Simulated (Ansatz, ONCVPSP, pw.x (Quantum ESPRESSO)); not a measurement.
# pw.x on fcc Mo: one setting changed

Potential: optimised norm-conserving Vanderbilt (ONCV), ONCVPSP 4.0.1.1 (patched build), PBE; core [Ar] 3d10, reference 4s2 4p6 4d5 5s1; waves: 4s+5s: rc 1.70 bohr, ncon 4, nbas 7, qcut 7.9 1/bohr, 2 projectors; 4p: rc 1.45 bohr, ncon 5, nbas 8, qcut 11.1 1/bohr, 2 projectors, debl 2.1 Ha; 4d: rc 2.70 bohr, ncon 4, nbas 9, qcut 6.2 1/bohr, 2 projectors, debl 3 Ha; local part: polynomial inside 0.90 bohr (lpopt 1, dvloc0 6 Ha); core correction: none.

The reference run (k-mesh 14³, cutoffs 110/440 Ry, Fermi–Dirac 0.01 Ry, mixing_beta 0.4, conv_thr 1e-9, no spin) gives 1.49 GPa at 16.027 Å³/atom, where all-electron LAPW gives 0.44 GPa. This run, with its own iteration cap, changes smearing to mp.

```
&control
  calculation='scf', prefix='x', pseudo_dir='./', outdir='./tmp', tstress=.true., disk_io='none'
/
&system
  ibrav=0, nat=1, ntyp=1, ecutwfc=110, ecutrho=440, nbnd=15,
  occupations='smearing', smearing='mp', degauss=0.01
/
&electrons
  conv_thr=1e-09, mixing_beta=0.4, electron_maxstep=60
/
ATOMIC_SPECIES
Mo 1.0 Mo.UPF
CELL_PARAMETERS angstrom
  0.00000000 2.00112437 2.00112437
  2.00112437 0.00000000 2.00112437
  2.00112437 2.00112437 0.00000000
ATOMIC_POSITIONS crystal
Mo 0.0000 0.0000 0.0000
K_POINTS automatic
14 14 14 0 0 0
```

```bash
pw.x < Mo.scf.in > Mo.scf.out
```

Task: How does the run end?

Result: It converges in 8 iterations; the free energy moves by +38.2 meV/atom and the pressure by -0.63 GPa. This scheme is built to cancel the term in the square of the width that Fermi–Dirac smearing leaves in the F of a metal.

```
Message from routine setup:
     using ibrav=0 with symmetry is DISCOURAGED, use correct ibrav instead
     lattice parameter (alat)  =       5.3480  a.u.
     unit-cell volume          =     108.1556 (a.u.)^3
     number of electrons       =        14.00
     number of Kohn-Sham states=           15
     kinetic-energy cutoff     =     110.0000  Ry
     charge density cutoff     =     440.0000  Ry
     scf convergence threshold =      1.0E-09
     Exchange-correlation= PBE
     number of k points=   104  Methfessel-Paxton smearing, width (Ry)=  0.0100
     iteration #  1     ecut=   110.00 Ry     beta= 0.40
     total energy              =    -135.60430214 Ry
     estimated scf accuracy    <       0.10681511 Ry
     iteration #  2     ecut=   110.00 Ry     beta= 0.40
     total energy              =    -135.60858224 Ry
     estimated scf accuracy    <       0.01191302 Ry
     iteration #  3     ecut=   110.00 Ry     beta= 0.40
     total energy              =    -135.61009126 Ry
     estimated scf accuracy    <       0.00076898 Ry
     [... 2 iterations left out ...]
     iteration #  6     ecut=   110.00 Ry     beta= 0.40
     total energy              =    -135.61013432 Ry
     estimated scf accuracy    <       0.00000002 Ry
     iteration #  7     ecut=   110.00 Ry     beta= 0.40
     total energy              =    -135.61013432 Ry
     estimated scf accuracy    <          4.3E-09 Ry
     iteration #  8     ecut=   110.00 Ry     beta= 0.40
     the Fermi energy is    20.5757 ev
!    total energy              =    -135.61013432 Ry
     estimated scf accuracy    <          2.1E-11 Ry
     smearing contrib. (-TS)   =       0.00003238 Ry
     The total energy is F=E-TS. E is the sum of the following terms:
     one-electron contribution =     -18.68501516 Ry
     hartree contribution      =      17.53798337 Ry
     xc contribution           =     -15.64591046 Ry
     ewald contribution        =    -118.81722445 Ry
     convergence has been achieved in   8 iterations
          total   stress  (Ry/bohr**3)                   (kbar)     P=        8.66
     Message from routine punch:
     Nothing written, as per user request (disk_io='none')
```

The run took about 20 s on one core of a shared host (Intel(R) Xeon(R) Platinum 8559C, 192 threads, 1488 GiB, load 42).
